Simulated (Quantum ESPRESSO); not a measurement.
NaI under changes of volume

One of the cells (33.899 Å³/atom); the others are scaled copies at fixed shape and fractional positions:

```xyz
2
Lattice="0.0000 3.2364 3.2364 3.2364 0.0000 3.2364 3.2364 3.2364 0.0000" Properties=species:S:1:pos:R:3 pbc="T T T"
I     3.2364    3.2364    3.2364
Na    0.0000    0.0000    0.0000
```

```yaml
Program: Quantum ESPRESSO 7.5
Functional: LDA
Potentials_or_basis: GBRV 1.5 LDA
Cutoff: 612 eV
Density_cutoff: 4898 eV
k_mesh: 7 × 7 × 7
Occupations: fermi-dirac, width 0.05 eV
Spin: no spin polarisation
```

| volume (Å³/atom) | energy over the lowest point (meV/atom) | pressure (GPa) | gap on the mesh (eV) |
| --- | --- | --- | --- |
| 31.865 | 0.00 | -0.7 | 3.50 |
| 32.543 | 3.62 | -1.1 | 3.44 |
| 33.221 | 8.62 | -1.4 | 3.38 |
| 33.899 | 14.89 | -1.6 | 3.33 |
| 34.577 | 22.19 | -1.9 | 3.28 |
| 35.255 | 30.41 | -2.1 | 3.23 |
| 35.933 | ? | ? | ? |

Problem. What does the run at 35.933 Å³/atom give?

Solution. Energy over the lowest point 39.47 meV/atom; pressure -2.3 GPa; gap on the mesh 3.19 eV.

Worked out: A Birch-Murnaghan fit of order 3 (a polynomial in V^(-2/3)) to the other rows has no minimum within the range. It gives 39.42 meV/atom at 35.933 Å³/atom, against the run's 39.47, and -dE/dV = -2.2 GPa, against -2.3. A straight line through the other rows of the gap, of slope -2.66 eV per unit of ln V (its deformation potential), extrapolates to 3.18 eV, against the run's 3.19.

Energies are extrapolated to zero smearing.

Caveats: spin-orbit coupling is left out, which moves the levels of the heavy elements.
